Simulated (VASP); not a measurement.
# Ru in VASP: a series of runs

Runs on Ru. Level: PBE. Tasks: single point, relaxation of the atoms.

Program: VASP 6.6.1. These are calculated values, not measurements. Logs are shortened: lines on timing, memory, paths and dates and some standing lists are left out, and cuts for length are marked.

### 1 The slab as given

The cell holds a slab with vacuum, 3 atoms: a = 2.718 Å, b = 2.718 Å, c = 19.301 Å, α = 90.00°, β = 90.00°, γ = 120.00°.

The slab is cut from a database's or a generator's crystal, which needn't be the stable form of the element.

### 2 Single point, PBE

Contents of INCAR:

```
PREC = Accurate
ENCUT = 520
EDIFF = 1E-6
ISMEAR = 1
SIGMA = 0.1
LREAL = F
LASPH = T
NELM = 80
ALGO = Normal
ISIF = 2
LWAVE = F
LCHARG = F
LDIPOL = T
IDIPOL = 3
DIPOL = 0.5 0.5 0.500
GGA = PE
LVHAR = T
LVACPOTAV = T
ICORELEVEL = 1
KPAR = 2
```

Contents of KPOINTS:

```
Automatic mesh
0
Gamma
  15 15 1
```

Contents of POSCAR:

```
Ru
1.0
    2.7179488500      0.0000000000      0.0000000000
   -1.3589740700      2.3538131300      0.0000000000
    0.0000000000      0.0000000000     19.3005680000
Ru
3
Direct
    0.3333330000      0.6666660000      0.3885896000
    0.6666670000      0.3333340000      0.5000000000
    0.3333330000      0.6666660000      0.6114104000
```

Potentials or basis: VASP PAW PBE potentials, release 64 (Ru_pv).

Run with:

```sh
cat potpaw_PBE.64/Ru_pv/POTCAR > POTCAR
mpirun -np 2 vasp_std > vasp.out
```

OUTCAR:

```text
PREC = Accurate
   ENCUT = 520
   EDIFF = 1E-6
   ISMEAR = 1
   LREAL = F
   LASPH = T
   NELM = 80
   ISIF = 2
   GGA = PE

 ion  position               nearest neighbor table
   1  0.333  0.667  0.389-   2 2.66   2 2.66   2 2.66
   2  0.667  0.333  0.500-   1 2.66   3 2.66   1 2.66   3 2.66   1 2.66   3 2.66
   3  0.333  0.667  0.611-   2 2.66   2 2.66   2 2.66

  LATTYP: Found a hexagonal cell.
 ALAT       =     2.7179488500
 C/A-ratio  =     7.1011520323

  Lattice vectors:

 A1 = (   2.7179488500,   0.0000000000,   0.0000000000)
 A2 = (  -1.3589740700,   2.3538131300,   0.0000000000)
 A3 = (   0.0000000000,   0.0000000000,  19.3005680000)

Analysis of symmetry for initial positions (statically):
=====================================================================
 Subroutine PRICEL returns:
 Original cell was already a primitive cell.

 Routine SETGRP: Setting up the symmetry group for a
 hexagonal supercell.

 Subroutine GETGRP returns: Found 12 space group operations
 (whereof 12 operations were pure point group operations)
 out of a pool of 24 trial point group operations.

The static configuration has the point symmetry D_3h.

Analysis of symmetry for dynamics (positions and initial velocities):
=====================================================================
 Subroutine PRICEL returns:
 Original cell was already a primitive cell.

 Routine SETGRP: Setting up the symmetry group for a
 hexagonal supercell.

 Subroutine GETGRP returns: Found 12 space group operations
 (whereof 12 operations were pure point group operations)
 out of a pool of 24 trial point group operations.

The dynamic configuration has the point symmetry D_3h.

 Subroutine INISYM returns: Found 12 space group operations
 (whereof 12 operations are pure point group operations),
 and found     1 'primitive' translations

----------------------------------------------------------------------------------------

                                     Primitive cell

  volume of cell :     123.4762

  direct lattice vectors                    reciprocal lattice vectors
     2.717948850  0.000000000  0.000000000     0.367924510  0.212421225  0.000000000
    -1.358974070  2.353813130  0.000000000     0.000000000  0.424842562  0.000000000
     0.000000000  0.000000000 19.300568000     0.000000000  0.000000000  0.051811947

  length of vectors
     2.717948850  2.717949001 19.300568000     0.424842585  0.424842562  0.051811947

  position of ions in fractional coordinates (direct lattice)
     0.333333000  0.666666000  0.388589600
     0.666667000  0.333334000  0.500000000
     0.333333000  0.666666000  0.611410400

  ion indices of the primitive-cell ions
   primitive index   ion index
                 1           1
                 2           2
                 3           3

----------------------------------------------------------------------------------------

 KPOINTS: Automatic mesh

Automatic generation of k-mesh.
 Grid dimensions read from file:
 generate k-points for:   15   15    1

 Generating k-lattice:

  Cartesian coordinates                     Fractional coordinates (reciprocal lattice)
     0.024528301  0.014161415  0.000000000     0.066666667  0.000000000  0.000000000
     0.000000000  0.028322837  0.000000000     0.000000000  0.066666667  0.000000000
     0.000000000  0.000000000  0.051811947     0.000000000  0.000000000  1.000000000

  Length of vectors
     0.028322839  0.028322837  0.051811947

  Shift w.r.t. Gamma in fractional coordinates (k-lattice)
     0.000000000  0.000000000  0.000000000

 Subroutine IBZKPT returns following result:
 ===========================================

 Found     27 irreducible k-points:

 Following reciprocal coordinates:
            Coordinates               Weight
  0.000000  0.000000  0.000000      1.000000
  0.066667  0.000000  0.000000      6.000000
  0.133333  0.000000  0.000000      6.000000
  0.200000 -0.000000  0.000000      6.000000
  0.266667  0.000000  0.000000      6.000000
  0.333333 -0.000000  0.000000      6.000000
[... 16 lines left out ...]
  0.333333  0.200000  0.000000     12.000000
  0.400000  0.200000  0.000000      6.000000
 [... further k-points ...]
   k-points           NKPTS =     27   k-points in BZ     NKDIM =     27   number of bands    NBANDS=     25
   number of dos      NEDOS =    301   number of ions     NIONS =      3
   total plane-waves  NPLWV =  57600
   dimension x,y,z NGX =    20 NGY =   20 NGZ =  144
   dimension x,y,z NGXF=    40 NGYF=   40 NGZF=  288
   ions per type =               3
   NGX,Y,Z   is equivalent  to a cutoff of  12.23, 12.23, 12.40 a.u.
   NGXF,Y,Z  is equivalent  to a cutoff of  24.47, 24.47, 24.81 a.u.
 SYSTEM =  unknown system
   PREC   = accura    normal or accurate (medium, high low for compatibility)
   ISTART =      0    job   : 0-new  1-cont  2-samecut
   ICHARG =      2    charge: 1-file 2-atom 10-const
   ISPIN  =      1    spin polarized calculation?
   LNONCOLLINEAR =      F non collinear calculations
   LSORBIT =      F    spin-orbit coupling
   LASPH  =      T    aspherical Exc in radial PAW
   ENCUT  =  520.0 eV  38.22 Ry    6.18 a.u.   5.05  5.05 35.89*2*pi/ulx,y,z
   NELM   =     80;   NELMIN=  2; NELMDL= -5     # of ELM steps
   EDIFF  = 0.1E-05   stopping-criterion for ELM
   LREAL  =      F    real-space projection
   EDIFFG = 0.1E-04   stopping-criterion for IOM
   NSW    =      0    number of steps for IOM
   IBRION =     -1    ionic relax: 0-MD 1-quasi-New 2-CG
   NFREE  =      0    steps in history (QN), initial steepest desc. (CG)
   ISIF   =      2    stress and relaxation
   ISYM   =      2    0-nonsym 1-usesym 2-fastsym
   POTIM  = 0.5000    time-step for ionic-motion
   TEBEG  =    0.0;   TEEND  =   0.0 temperature during run
   PSTRESS=    0.0 pullay stress
   NELECT =      42.0000    total number of electrons
   NUPDOWN=      -1.0000    fix difference up-down
   EMIN   =  10.00;   EMAX   =-10.00  energy-range for DOS
   EFERMI =   0.00;   METHOD = LEGACY
   ISMEAR =     1;   SIGMA  =   0.10  broadening in eV -4-tet -1-fermi 0-gaus
   EFERMI_NEDOS =   21; number of points for ismear=-14 and -15
   IALGO  =     38    algorithm
   IMIX   =      4    mixing-type and parameters
     AMIX     =   0.40;   BMIX     =  1.00
     AMIX_MAG =   1.60;   BMIX_MAG =  1.00
  volume/ion in A,a.u.               =      41.16       277.75
  Fermi-wavevector in a.u.,A,eV,Ry     =   1.142782  2.159545 17.768545  1.305951
  Thomas-Fermi vector in A             =   2.279479
   LORBIT       =      0    0 simple, 1 ext, 2 COOP (PROOUT), +10 PAW based schemes
   GGA     = PE    functional components
   LHFCALC =     F    Hartree Fock is set to
   AEXX    =    0.0000 exact exchange contribution
   IVDW    =     0    specifies the selected vdW correction
   LEPSILON=     F    determine dielectric tensor
   LRPA    =     F    only Hartree local field effects (RPA)
 non-spin polarized calculation
 Methfessel and Paxton  Order N= 1 SIGMA  =   0.10
  energy-cutoff  :      520.00
  volume of cell :      123.48
 maximum number of plane-waves:      3357
   NGX = 11   NGY = 11   NGZ = 71

 number of electron      42.0000018 magnetization

 dipolmoment           0.000000      0.000000     -0.000000 electrons x Angstroem

 Free energy of the ion-electron system (eV)
  ---------------------------------------------------
  ext. energy  EPLUGINS =         0.00000000
  ---------------------------------------------------
  free energy    TOTEN  =       -25.61005709 eV

  energy without entropy =      -25.61192487  energy(sigma->0) =      -25.61067968

 the core state eigenenergies are
   1-  1s -21929.1175  2s  -3149.4247  2p  -2819.9641  3s   -551.0947  3p   -442.8670
       3d   -268.8582  4s    -71.7073
   2-  1s -21929.6743  2s  -3150.0532  2p  -2820.5869  3s   -551.7092  3p   -443.4814
       3d   -269.4781  4s    -72.2937
   3-  1s -21929.1175  2s  -3149.4247  2p  -2819.9641  3s   -551.0947  3p   -442.8670
       3d   -268.8582  4s    -71.7073

 E-fermi :   0.9745     XC(G=0):  -5.7585

 val. band max:        0.9465260738   @ k =   0.1333   0.0667   0.0000
 cond. band min:       0.9752440574   @ k =   0.2667   0.0000   0.0000
 fundamental gap:      0.0287179836
 Fermi energy:         0.9744698743

 k-point     1 :       0.0000    0.0000    0.0000
  band No.  band energies     occupation
      1     -42.5553      2.00000
      2     -41.9518      2.00000
      3     -41.9518      2.00000
      4     -41.8198      2.00000
      5     -41.6116      2.00000
      6     -41.3397      2.00000
[... 17 lines left out ...]
     24       1.5734     -0.00000
     25       1.5734     -0.00000

 k-point     2 :       0.0667    0.0000    0.0000
  band No.  band energies     occupation
      1     -42.5466      2.00000
      2     -41.9955      2.00000
      3     -41.9595      2.00000
      4     -41.8028      2.00000
      5     -41.6155      2.00000
      6     -41.3674      2.00000
[... 17 lines left out ...]
     24       1.1395     -0.04152
     25       1.5464     -0.00000

 k-point     3 :       0.1333    0.0000    0.0000
  band No.  band energies     occupation
      1     -42.5220      2.00000
      2     -42.0993      2.00000
      3     -41.9813      2.00000
      4     -41.7743      2.00000
      5     -41.6290      2.00000
      6     -41.4528      2.00000
[... 164 lines left out ...]
      3     -41.9758      2.00000
      4     -41.7818      2.00000
      5     -41.6241      2.00000
      6     -41.4235      2.00000
[... 17 lines left out ...]
     24       0.8677      2.06164
     25       1.4945     -0.00000

 k-point    10 :       0.1333    0.0667    0.0000
  band No.  band energies     occupation
      1     -42.4997      2.00000
      2     -42.1815      2.00000
      3     -42.0065      2.00000
      4     -41.7554      2.00000
      5     -41.6461      2.00000
      6     -41.5275      2.00000
[... 17 lines left out ...]
     24       0.9465      1.45311
     25       1.4193     -0.00000

 k-point    11 :       0.2000    0.0667    0.0000
  band No.  band energies     occupation
      1     -42.4627      2.00000
      2     -42.3203      2.00000
      3     -42.0456      2.00000

------------------------ aborting loop because EDIFF is reached ----------------------------------------

  FORCE on cell =-STRESS in cart. coord.  units (eV):
  Direction    XX          YY          ZZ          XY          YZ          ZX
  --------------------------------------------------------------------------------------
  -------------------------------------------------------------------------------------
  Total       -3.4689488     -3.4689499     -4.2146311     -0.0000005      0.0000000     -0.0000000
  in kB      -45.0116695    -45.0116841    -54.6873394     -0.0000068      0.0000000     -0.0000000
  external PRESSURE =     -48.2368977 kB  Pullay stress =       0.0000000 kB

 VOLUME and BASIS-vectors are now :
 -----------------------------------------------------------------------------
  energy-cutoff  :      520.00
  volume of cell :      123.48
      direct lattice vectors                 reciprocal lattice vectors
     2.717948850  0.000000000  0.000000000     0.367924510  0.212421225  0.000000000
    -1.358974070  2.353813130  0.000000000     0.000000000  0.424842562  0.000000000
     0.000000000  0.000000000 19.300568000     0.000000000  0.000000000  0.051811947

 POSITION                                       TOTAL-FORCE (eV/Angst)
 -----------------------------------------------------------------------------------
      0.00000      1.56921      7.50000        -0.000000     -0.000000      0.972632
      1.35897      0.78461      9.65028         0.000000      0.000000      0.000000
      0.00000      1.56921     11.80057        -0.000000     -0.000000     -0.972632
 -----------------------------------------------------------------------------------
    total drift:                               -0.000000      0.001477      0.000000

  FREE ENERGIE OF THE ION-ELECTRON SYSTEM (eV)
  ---------------------------------------------------
  free  energy   TOTEN  =       -25.6100570914 eV

  energy  without entropy=      -25.6119248668  energy(sigma->0) =      -25.61067968

 vacuum level on the upper side and lower side of the slab         5.958         5.958
```

It took 46 s on 2 MPI ranks of AMD EPYC 9R45 (Zen 5), shared host; peak memory 0.22 GiB.

Results:

```
Free energy                     : -25.6101 eV
Largest force                   : 0.973 eV/Å
Band gap on the k mesh          : none (metal or under the smearing width)
Work function of the upper face : 4.98 eV
Work function of the lower face : 4.98 eV
```

Forces in eV/Å, atoms in the order of the input:
```
Ru   0.000  0.000  0.973
Ru   0.000  0.000  0.000
Ru   0.000  0.000 -0.973
```

Levels at points of the mesh, in eV from the Fermi level:
```tsv
k point	band 17	band 18	band 19	band 20	band 21	band 22	band 23	band 24	band 25
(0.00, 0.00, 0.00)	-2.25	-2.25	-1.77	-1.77	-0.59	-0.59	-0.35	0.60	0.60
```

Core levels (eV, on the scale of the bands):
| atom | levels |
| --- | --- |
| 1 Ru | 1s -21929.1, 2s -3149.4, 2p -2820.0, 3s -551.1, 3p -442.9, 3d -268.9, 4s -71.7 |
| 2 Ru | 1s -21929.7, 2s -3150.1, 2p -2820.6, 3s -551.7, 3p -443.5, 3d -269.5, 4s -72.3 |
| 3 Ru | 1s -21929.1, 2s -3149.4, 2p -2820.0, 3s -551.1, 3p -442.9, 3d -268.9, 4s -71.7 |

### 3 Relaxation of the atoms, PBE

Contents of INCAR:

```
SYSTEM = Ru
ALGO = Normal
DIPOL = 0.5 0.5 0.500
EDIFF = 1E-6
EDIFFG = -0.02
ENCUT = 520
GGA = PE
IBRION = 2
IDIPOL = 3
ISIF = 2
ISMEAR = 1
KPAR = 2
LASPH = .True.
LCHARG = .False.
LDIPOL = .True.
LREAL = .False.
LWAVE = .False.
NELM = 80
NSW = 80
PREC = Accurate
SIGMA = 0.1
```

Contents of KPOINTS:

```
k-points
0
Gamma
  15 15 1
  0 0 0
```

POSCAR is that of step 2.

Potentials or basis: VASP PAW PBE potentials, release 64 (Ru_pv).

Run with:

```sh
cat potpaw_PBE.64/Ru_pv/POTCAR > POTCAR
mpirun -np 2 vasp_std > vasp.out
```

It took 65 s on 2 MPI ranks of AMD EPYC 9R45 (Zen 5), shared host; peak memory 0.23 GiB.

Results (log left out):

```yaml
Free_energy: -25.6914 eV
Energy_gained_by_relaxing: 27.1 meV/atom
Ionic_steps: 3
Largest_force_after_relaxing: 0.008 eV/Å
Band_gap_on_the_k_mesh: none (metal or under the smearing width)
```

Forces in eV/Å, atoms in the order of the input:
```
Ru   0.000  0.000  0.008
Ru   0.000  0.000  0.000
Ru   0.000  0.000 -0.008
```

Step by step:
```csv
step,energy change (eV),largest force (eV/Å),pressure (GPa)
1,0.0000,0.9726,-4.82
2,-0.0669,0.4340,-3.33
3,-0.0814,0.0078,-2.17
```

Final structure:
```
Ru
1.0
     2.71795    0.00000    0.00000
    -1.35897    2.35381    0.00000
     0.00000    0.00000   19.30057
Ru
3
Direct
  0.33333 0.66667 0.39267
  0.66667 0.33333 0.50000
  0.33333 0.66667 0.60733
```

Levels at points of the mesh, in eV from the Fermi level:
```csv
k point,band 17,band 18,band 19,band 20,band 21,band 22,band 23,band 24,band 25
"(0.00, 0.00, 0.00)",-2.38,-2.25,-1.84,-1.84,-0.72,-0.72,-0.34,0.63,0.63
```

### 4 Single point, PBE

Contents of INCAR:

```
PREC = Accurate
ENCUT = 520
EDIFF = 1E-6
ISMEAR = 1
SIGMA = 0.1
LREAL = F
LASPH = T
NELM = 80
ALGO = Normal
ISIF = 2
LWAVE = F
LCHARG = F
LDIPOL = T
IDIPOL = 3
DIPOL = 0.5 0.5 0.500
GGA = PE
LVHAR = T
LVACPOTAV = T
ICORELEVEL = 1
KPAR = 2
```

Contents of KPOINTS:

```
Automatic mesh
0
Gamma
  15 15 1
```

Contents of POSCAR:

```
Ru                                      
1.0
    2.7179488500      0.0000000000      0.0000000000
   -1.3589740700      2.3538131300      0.0000000000
    0.0000000000      0.0000000000     19.3005680000
  Ru            
     3
Direct
     0.3333330000000032    0.6666659999999993    0.3926715889269253
     0.6666669999999968    0.3333340000000007    0.5000000000000000
     0.3333330000000032    0.6666659999999993    0.6073284110730747
```

Run with:

```sh
cat potpaw_PBE.64/Ru_pv/POTCAR > POTCAR
mpirun -np 2 vasp_std > vasp.out
```

Wall time 35 s (2 MPI ranks of AMD EPYC 9R45 (Zen 5), shared host); peak memory 0.23 GiB.

Results (log left out):

| Property | Result |
| --- | --- |
| Free energy | -25.6914 eV |
| Largest force | 0.009 eV/Å |
| Band gap on the k mesh | none (metal or under the smearing width) |
| Work function of the upper face | 4.96 eV |
| Work function of the lower face | 4.96 eV |

Forces on the atoms (eV/Å):
```
Ru   0.000  0.000  0.009
Ru   0.000  0.000  0.000
Ru   0.000  0.000 -0.009
```

Levels at points of the mesh, in eV from the Fermi level:
| k point | band 17 | band 18 | band 19 | band 20 | band 21 | band 22 | band 23 | band 24 | band 25 |
| --- | --- | --- | --- | --- | --- | --- | --- | --- | --- |
| (0.00, 0.00, 0.00) | -2.38 | -2.25 | -1.84 | -1.84 | -0.72 | -0.72 | -0.34 | 0.63 | 0.63 |

Core levels (eV, on the scale of the bands):
```
atom                                                                          levels
1 Ru  1s -21929.1, 2s -3149.4, 2p -2819.9, 3s -551.1, 3p -442.8, 3d -268.8, 4s -71.7
2 Ru  1s -21929.7, 2s -3150.1, 2p -2820.6, 3s -551.7, 3p -443.5, 3d -269.5, 4s -72.4
3 Ru  1s -21929.1, 2s -3149.4, 2p -2819.9, 3s -551.1, 3p -442.8, 3d -268.8, 4s -71.7
```
